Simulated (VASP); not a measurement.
# InP (F-43m) in VASP: notebook

Aim: see how the results for InP move with the level of theory and the settings. Levels: optPBE-vdW, optB88-vdW, PBE, PW91. Tasks: relaxation of cell and atoms, single point.

Program: VASP 6.6.1. These are calculated values, not measurements. Logs are shortened: lines on timing, memory, paths and dates and some standing lists are left out, and cuts for length are marked.

**What was measured.**

From a printed reference work, data compilation, for a bulk crystal of InP at 1.6 K: band gap 1.4236 eV (direct).

How close the calculation comes is told below.

**1. Starting point**

Symmetry: F-43m, No. 216, cubic system. The conventional cell has a = 5.861 Å, b = 5.861 Å, c = 5.861 Å, α = 90.00°, β = 90.00°, γ = 90.00°. In (site symmetry -43m) has 4 P at 2.54 Å as nearest neighbours. P (site symmetry -43m) is surrounded by 4 In at 2.54 Å.

**2. Relaxation of cell and atoms, optPBE-vdW**

File run.py:

```python
from ase.calculators.vasp import Vasp
from ase.filters import FrechetCellFilter
from ase.io import read
from ase.optimize import FIRE

atoms = read('InP.xyz')
calc = Vasp(
    directory='calc',
    xc='optpbe-vdw',
    pp='PBE',
    setups='recommended',
    prec='Accurate',
    encut=600,
    ediff=1e-06,
    ismear=-5,
    sigma=0.05,
    lreal=False,
    lasph=True,
    nelm=80,
    algo='Normal',
    isif=2,
    lwave=False,
    lcharg=False,
    kpts=[8, 8, 8],
    gamma=True,
)
atoms.calc = calc
opt = FIRE(FrechetCellFilter(atoms), trajectory='relax.traj')
converged = opt.run(fmax=0.01, steps=40)
print('converged:', converged)

print('energy (eV):', atoms.get_potential_energy())
print('free energy (eV):', atoms.get_potential_energy(force_consistent=True))
print('forces (eV/A):')
print(atoms.get_forces())
print('stress (eV/A^3, Voigt):', atoms.get_stress())
print('Fermi level (eV):', calc.get_fermi_level())
print('cell (A, degrees):', atoms.cell.cellpar())
print('volume (A^3):', atoms.get_volume())
print('scaled positions:')
print(atoms.get_scaled_positions())
```

File InP.xyz:

```xyz
2
Lattice="0.0000000000 2.9305000000 2.9305000000 2.9305000000 0.0000000000 2.9305000000 2.9305000000 2.9305000000 0.0000000000" Properties=species:S:1:pos:R:3 pbc="T T T"
In     0.0000000000      0.0000000000      0.0000000000
P      4.3957500000      4.3957500000      4.3957500000
```

Potentials or basis: VASP PAW PBE potentials, release 64 (In_d, P).

Run with:

```
$ python run.py
```

Standard output:

```text
<dir> UserWarning: vdW has been enabled, however no location for the vdw_kernel.bindat file has been specified. Set ASE_VASP_VDW environment variable to copy the vdW kernel.
  warnings.warn(
      Step     Time          Energy          fmax
FIRE:    0 --:--:--       -3.477186        0.642485
FIRE:    1 --:--:--       -3.488619        0.535120
FIRE:    2 --:--:--       -3.504291        0.345053
FIRE:    3 --:--:--       -3.514882        0.112155
FIRE:    4 --:--:--       -3.514770        0.122280
FIRE:    5 --:--:--       -3.514879        0.118059
FIRE:    6 --:--:--       -3.515078        0.109576
FIRE:    7 --:--:--       -3.515338        0.097244
FIRE:    8 --:--:--       -3.515627        0.081764
FIRE:    9 --:--:--       -3.515897        0.063278
FIRE:   10 --:--:--       -3.516112        0.042356
FIRE:   11 --:--:--       -3.516239        0.019703
FIRE:   12 --:--:--       -3.516255        0.006274
converged: True
energy (eV): -3.51625504
free energy (eV): -3.51625504
forces (eV/A):
[[ 0.  0.  0.]
 [-0. -0. -0.]]
stress (eV/A^3, Voigt): [-0.00023452 -0.00023452 -0.00023452  0.         -0.         -0.        ]
Fermi level (eV): 4.53599574
cell (A, degrees): [ 4.2295175  4.2295175  4.2295175 60.        60.        60.       ]
volume (A^3): 53.50045572718317
scaled positions:
[[0.   0.   0.  ]
 [0.75 0.75 0.75]]
```

OUTCAR:

```text
ENCUT = 600.000000
   EDIFF = 1.00e-06
   GGA = OR
   PREC = Accurate
   ISIF = 2
   ISMEAR = -5
   NELM = 80
   LASPH = .TRUE.
   LREAL = .FALSE.

 ion  position               nearest neighbor table
   1  0.000  0.000  0.000-   2 2.59   2 2.59   2 2.59   2 2.59
   2  0.750  0.750  0.750-   1 2.59   1 2.59   1 2.59   1 2.59

  LATTYP: Found a face centered cubic cell.
 ALAT       =     5.9814410135

  Lattice vectors:

 A1 = (   0.0000000000,   2.9907205067,   2.9907205067)
 A2 = (   2.9907205067,   0.0000000000,   2.9907205067)
 A3 = (   2.9907205067,   2.9907205067,   0.0000000000)

Analysis of symmetry for initial positions (statically):
=====================================================================
 Subroutine PRICEL returns:
 Original cell was already a primitive cell.

 Routine SETGRP: Setting up the symmetry group for a
 face centered cubic supercell.

 Subroutine GETGRP returns: Found 24 space group operations
 (whereof 24 operations were pure point group operations)
 out of a pool of 48 trial point group operations.

The static configuration has the point symmetry T_d .

Analysis of symmetry for dynamics (positions and initial velocities):
=====================================================================
 Subroutine PRICEL returns:
 Original cell was already a primitive cell.

 Routine SETGRP: Setting up the symmetry group for a
 face centered cubic supercell.

 Subroutine GETGRP returns: Found 24 space group operations
 (whereof 24 operations were pure point group operations)
 out of a pool of 48 trial point group operations.

The dynamic configuration has the point symmetry T_d .

 Subroutine INISYM returns: Found 24 space group operations
[... 144 lines left out ...]
  ext. energy  EPLUGINS =         0.00000000
  ---------------------------------------------------
  free energy    TOTEN  =        -3.51625504 eV

  energy without entropy =       -3.51625504  energy(sigma->0) =       -3.51625504

 E-fermi :   4.5360     XC(G=0):  -8.9924

 val. band max:        4.5129996903   @ k =   0.0000   0.0000   0.0000
 cond. band min:       4.8386831644   @ k =   0.0000   0.0000   0.0000
 fundamental gap:      0.3256834741
 Fermi energy:         4.5359957404

 k-point     1 :       0.0000    0.0000    0.0000
  band No.  band energies     occupation
      1      -9.6142      2.00000
      2      -9.6142      2.00000
      3      -9.6142      2.00000
      4      -9.4914      2.00000
      5      -9.4914      2.00000
      6      -6.6002      2.00000
      7       4.5130      2.00000
      8       4.5130      2.00000
      9       4.5130      2.00000
     10       4.8387      0.00000
     11       8.6054      0.00000
     12       8.6054      0.00000
     13       8.6054      0.00000
[... 354 lines left out ...]
  band No.  band energies     occupation
      1      -9.7159      2.00000
      2      -9.5754      2.00000
      3      -9.5593      2.00000
      4      -9.4952      2.00000
      5      -9.4809      2.00000
      6      -4.7978      2.00000
      7      -0.7666      2.00000
      8       2.0381      2.00000
      9       3.0364      2.00000
     10       7.4787      0.00000
     11       8.7587      0.00000
     12      10.2560      0.00000
     13      11.5674      0.00000

 [... further k-points ...]

------------------------ aborting loop because EDIFF is reached ----------------------------------------

  FORCE on cell =-STRESS in cart. coord.  units (eV):
  Direction    XX          YY          ZZ          XY          YZ          ZX
  --------------------------------------------------------------------------------------
  -------------------------------------------------------------------------------------
  Total        0.0125470      0.0125470      0.0125470     -0.0000000      0.0000000      0.0000000
  in kB        0.3757462      0.3757462      0.3757462     -0.0000000      0.0000000      0.0000000
  external PRESSURE =       0.3757462 kB  Pullay stress =       0.0000000 kB

 VOLUME and BASIS-vectors are now :
 -----------------------------------------------------------------------------
  energy-cutoff  :      600.00
  volume of cell :       53.50
      direct lattice vectors                 reciprocal lattice vectors
     0.000000000  2.990720507  2.990720507    -0.167183794  0.167183794  0.167183794
     2.990720507  0.000000000  2.990720507     0.167183794 -0.167183794  0.167183794
     2.990720507  2.990720507  0.000000000     0.167183794  0.167183794 -0.167183794

 POSITION                                       TOTAL-FORCE (eV/Angst)
 -----------------------------------------------------------------------------------
      0.00000      0.00000      0.00000         0.000000      0.000000      0.000000
      4.48608      4.48608      4.48608        -0.000000     -0.000000     -0.000000
 -----------------------------------------------------------------------------------
    total drift:                               -0.000000     -0.000000     -0.000000

  FREE ENERGIE OF THE ION-ELECTRON SYSTEM (eV)
  ---------------------------------------------------
  free  energy   TOTEN  =        -3.5162550368 eV

  energy  without entropy=       -3.5162550368  energy(sigma->0) =       -3.51625504

Total vdW correction in eV:      3.2929233
```

INCAR:

```text
AGGAC = 0.000000
ENCUT = 600.000000
SIGMA = 0.050000
EDIFF = 1.00e-06
ALGO = Normal
GGA = OR
PREC = Accurate
ISIF = 2
ISMEAR = -5
NELM = 80
LASPH = .TRUE.
LCHARG = .FALSE.
LUSE_VDW = .TRUE.
LWAVE = .FALSE.
LREAL = .FALSE.
```

Run time: 15 min. Hardware: 1 thread of Intel Xeon Platinum 8375C at 2.90GHz (Ice Lake), shared host; peak memory 0.48 GiB.

What came out:

| Quantity | Value |
| --- | --- |
| Free energy | -3.5163 eV |
| Relaxed volume | 26.75 Å³/atom |
| Relaxed cell | a = 4.230 Å, b = 4.230 Å, c = 4.230 Å, α = 60.00°, β = 60.00°, γ = 60.00° |
| Space group after relaxing (to 0.05 Å) | F-43m (No. 216) |
| Energy gained by relaxing | 19.5 meV/atom |
| Ionic steps | 13 |
| Pressure after relaxing | 0.0 GPa |
| Band gap on the k mesh | 0.33 eV, direct |

Step by step:
| step | energy change (eV) | largest force (eV/Å) | pressure (GPa) | volume (Å³) |
| --- | --- | --- | --- | --- |
| 1 | 0.0000 | 0.0000 | 4.09 | 50.33 |
| 2 | -0.0114 | 0.0000 | 3.37 | 50.82 |
| 3 | -0.0271 | 0.0000 | 2.14 | 51.73 |
| 4 | -0.0377 | 0.0000 | 0.68 | 52.92 |
| 5 | -0.0376 | 0.0000 | -0.72 | 54.24 |
| 6 | -0.0377 | 0.0000 | -0.70 | 54.21 |
| 7 | -0.0379 | 0.0000 | -0.65 | 54.16 |
| 8 | -0.0382 | 0.0000 | -0.58 | 54.09 |
| 9 | -0.0384 | 0.0000 | -0.49 | 54.00 |
| 10 | -0.0387 | 0.0000 | -0.38 | 53.89 |
| 11 | -0.0389 | 0.0000 | -0.25 | 53.77 |
| 12 | -0.0391 | 0.0000 | -0.12 | 53.65 |
| 13 | -0.0391 | 0.0000 | 0.04 | 53.50 |

Final structure:
```
In P
1.0
     0.00000    2.99072    2.99072
     2.99072    0.00000    2.99072
     2.99072    2.99072    0.00000
In P
1 1
Direct
  0.00000 0.00000 0.00000
  0.75000 0.75000 0.75000
```

Levels at points of the mesh, in eV from the valence-band top:
```
           k point  band 6  band 7  band 8  band 9  band 10  band 11  band 12  band 13
(0.00, 0.00, 0.00)  -11.11    0.00    0.00    0.00     0.33     4.09     4.09     4.09
(0.50, 0.00, 0.00)   -9.59   -5.42   -0.88   -0.88     1.33     4.81     4.81     6.99
(0.50, 0.50, 0.00)   -9.01   -5.50   -2.11   -2.11     1.90     2.27     8.84     9.15
```

Caveat: the PAW data sets were made with another functional, which shifts forces and pressure a little; spin-orbit coupling is left out, which moves the levels of the heavy elements. Zero-point motion and thermal expansion aren't in these numbers.

**3. Single point, optB88-vdW, spin-orbit coupling, no magnetisation**

File INCAR:

```
AGGAC    = 0.0          
ALGO     = Fast           # electronic algorithm
EDIFF    = 1E-7           # SCF threshold, eV
ENCUT    = 520            # plane-wave cutoff, eV
GGA      = BO             # functional
GGA_COMPAT= F            
ISIF     = 2              # what is computed and relaxed
ISMEAR   = 0              # smearing method
LASPH    = T              # aspherical terms in the spheres
LCHARG   = T              # write CHGCAR
LNONCOLLINEAR= T              # non-collinear magnetism
LORBIT   = 11             # projections on sites
LREAL    = F              # projectors in reciprocal space
LSORBIT  = T              # spin-orbit coupling
LUSE_VDW = T            
LVHAR    = T            
LWAVE    = F              # write WAVECAR
MAGMOM   = 0 0 0 0 0 0    # initial moments
NELM     = 80             # most SCF steps
PARAM1   = 0.1833333333 
PARAM2   = 0.22         
PREC     = Accurate       # precision mode
SIGMA    = 0.05           # smearing width, eV
```

File KPOINTS:

```
k-points
0
Gamma
  6 6 6
```

File POSCAR:

```
InP
1.0
    0.0000000000      2.9305000000      2.9305000000
    2.9305000000      0.0000000000      2.9305000000
    2.9305000000      2.9305000000      0.0000000000
In P
1 1
Cartesian
    0.0000000000      0.0000000000      0.0000000000
    4.3957500000      4.3957500000      4.3957500000
```

Potentials or basis: VASP PAW PBE potentials, release 64 (In_d, P).

Run with:

```
$ cat potpaw_PBE.64/In_d/POTCAR potpaw_PBE.64/P/POTCAR > POTCAR
$ mpirun -np 1 vasp_ncl > vasp.out
```

It took 2.7 min on 1 thread of Intel Xeon Platinum 8375C at 2.90GHz (Ice Lake), shared host; peak memory 0.59 GiB.

The run converged. Its results:

* Free energy: -3.7653 eV
* Pressure: 3.0 GPa
* Valence electrons inside the program's atomic spheres: In 11.50; P 2.53

Caveat: the PAW data sets were made with another functional, which shifts forces and pressure a little.

**4. Single point, PBE**

File INCAR:

```
SYSTEM = InP
  PREC = Accurate
  ENCUT = 520
  EDIFF = 1E-6
  ISMEAR = 0
  SIGMA = 0.011
  LREAL = .False.
  LASPH = .True.
  NELM = 100
  ALGO = Normal
  ISIF = 2
  LWAVE = .False.
  LCHARG = .False.
  GGA = PE
  NBANDS = 16
```

File KPOINTS:

```
Automatic mesh
0
Gamma
  8 8 8
  0 0 0
```

POSCAR: that of step 3 with these lines changed.

```diff
@@ -7,4 +7,4 @@
 1 1
-Cartesian
+Direct
     0.0000000000      0.0000000000      0.0000000000
-    4.3957500000      4.3957500000      4.3957500000
+    0.7500000000      0.7500000000      0.7500000000
```

Potentials or basis: VASP PAW PBE potentials, release 64 (In_d, P).

Run with:

```
$ cat potpaw_PBE.64/In_d/POTCAR potpaw_PBE.64/P/POTCAR > POTCAR
$ mpirun -np 1 vasp_std > vasp.out
```

OUTCAR:

```text
SYSTEM = InP
   PREC = Accurate
   ENCUT = 520
   EDIFF = 1E-6
   ISMEAR = 0
   LREAL = .False.
   LASPH = .True.
   NELM = 100
   ISIF = 2
   GGA = PE

 ion  position               nearest neighbor table
   1  0.000  0.000  0.000-   2 2.54   2 2.54   2 2.54   2 2.54
   2  0.750  0.750  0.750-   1 2.54   1 2.54   1 2.54   1 2.54

  LATTYP: Found a face centered cubic cell.
 ALAT       =     5.8610000000

  Lattice vectors:

 A1 = (   0.0000000000,   2.9305000000,   2.9305000000)
 A2 = (   2.9305000000,   0.0000000000,   2.9305000000)
 A3 = (   2.9305000000,   2.9305000000,   0.0000000000)

Analysis of symmetry for initial positions (statically):
=====================================================================
 Subroutine PRICEL returns:
 Original cell was already a primitive cell.

 Routine SETGRP: Setting up the symmetry group for a
 face centered cubic supercell.

 Subroutine GETGRP returns: Found 24 space group operations
 (whereof 24 operations were pure point group operations)
 out of a pool of 48 trial point group operations.

The static configuration has the point symmetry T_d .

Analysis of symmetry for dynamics (positions and initial velocities):
[... 163 lines left out ...]
 cond. band min:       5.9008512377   @ k =   0.0000   0.0000   0.0000
 fundamental gap:      0.7120044720
 Fermi energy:         5.2787244909

 k-point     1 :       0.0000    0.0000    0.0000
  band No.  band energies     occupation
      1      -8.9971      2.00000
      2      -8.9971      2.00000
      3      -8.9971      2.00000
      4      -8.8450      2.00000
      5      -8.8450      2.00000
      6      -6.3284      2.00000
[... 433 lines left out ...]
      3      -8.9285      2.00000
      4      -8.8504      2.00000
      5      -8.8320      2.00000
      6      -4.2866      2.00000
[... 8 lines left out ...]
     15      15.8985      0.00000
     16      16.5202      0.00000

 [... further k-points ...]

------------------------ aborting loop because EDIFF is reached ----------------------------------------

  FORCE on cell =-STRESS in cart. coord.  units (eV):
  Direction    XX          YY          ZZ          XY          YZ          ZX
  --------------------------------------------------------------------------------------
  -------------------------------------------------------------------------------------
  Total        1.0287256      1.0287256      1.0287256      0.0000000      0.0000000      0.0000000
  in kB       32.7457498     32.7457498     32.7457498      0.0000000      0.0000000      0.0000000
  external PRESSURE =      32.7457498 kB  Pullay stress =       0.0000000 kB

 VOLUME and BASIS-vectors are now :
 -----------------------------------------------------------------------------
  energy-cutoff  :      520.00
  volume of cell :       50.33
      direct lattice vectors                 reciprocal lattice vectors
     0.000000000  2.930500000  2.930500000    -0.170619348  0.170619348  0.170619348
     2.930500000  0.000000000  2.930500000     0.170619348 -0.170619348  0.170619348
     2.930500000  2.930500000  0.000000000     0.170619348  0.170619348 -0.170619348

 POSITION                                       TOTAL-FORCE (eV/Angst)
 -----------------------------------------------------------------------------------
      0.00000      0.00000      0.00000        -0.000000     -0.000000     -0.000000
      4.39575      4.39575      4.39575         0.000000      0.000000      0.000000
 -----------------------------------------------------------------------------------
    total drift:                                0.000000      0.000000      0.000000

  FREE ENERGIE OF THE ION-ELECTRON SYSTEM (eV)
  ---------------------------------------------------
  free  energy   TOTEN  =        -8.3807867413 eV

  energy  without entropy=       -8.3807867413  energy(sigma->0) =       -8.38078674
```

OSZICAR:

```text
N       E                     dE             d eps       ncg     rms          rms(c)
DAV:   1     0.112995587785E+03    0.11300E+03   -0.85472E+03   928   0.127E+03
DAV:   2    -0.142637708562E+01   -0.11442E+03   -0.10987E+03  1048   0.302E+02
DAV:   3    -0.860444285782E+01   -0.71781E+01   -0.71445E+01  1256   0.741E+01
DAV:   4    -0.879462403018E+01   -0.19018E+00   -0.19012E+00  1168   0.128E+01
DAV:   5    -0.880319384520E+01   -0.85698E-02   -0.85697E-02  1384   0.227E+00    0.571E+00
DAV:   6    -0.840912007921E+01    0.39407E+00   -0.62314E-01  1480   0.129E+01    0.342E+00
DAV:   7    -0.837955599033E+01    0.29564E-01   -0.16088E-01  1352   0.320E+00    0.126E+00
DAV:   8    -0.837994000425E+01   -0.38401E-03   -0.15664E-02  1192   0.147E+00    0.332E-01
DAV:   9    -0.838056189659E+01   -0.62189E-03   -0.13059E-03  1184   0.381E-01    0.159E-01
DAV:  10    -0.838071225152E+01   -0.15035E-03   -0.24609E-04  1352   0.210E-01    0.102E-01
DAV:  11    -0.838078729715E+01   -0.75046E-04   -0.12592E-04  1120   0.987E-02    0.462E-02
DAV:  12    -0.838078674129E+01    0.55585E-06   -0.78308E-06  1080   0.263E-02
   1 F= -.83807867E+01 E0= -.83807867E+01  d E =-.368911E-33
```

Run time: 8.8 s. Hardware: 1 thread of Intel Xeon 6975P-C (Granite Rapids), shared host; peak memory 0.18 GiB.

What came out:

| Property | Result |
| --- | --- |
| Free energy | -8.3808 eV |
| Pressure | 3.3 GPa |
| Band gap on the k mesh | 0.71 eV, direct |

Levels at points of the mesh, in eV from the valence-band top:
```csv
k point,band 5,band 6,band 7,band 8,band 9,band 10,band 11,band 12,band 13,band 14
"(0.00, 0.00, 0.00)",-14.03,-11.52,0.00,0.00,0.00,0.71,4.09,4.09,4.09,8.58
"(0.50, 0.00, 0.00)",-14.02,-9.79,-5.73,-0.97,-0.97,1.50,4.81,4.81,7.10,9.48
"(0.50, 0.50, 0.00)",-14.00,-9.14,-5.75,-2.32,-2.32,1.76,2.27,9.21,9.60,9.60
```

Caveat: spin-orbit coupling is left out, which moves the levels of the heavy elements.

(Part 1 of 2 ends here.)
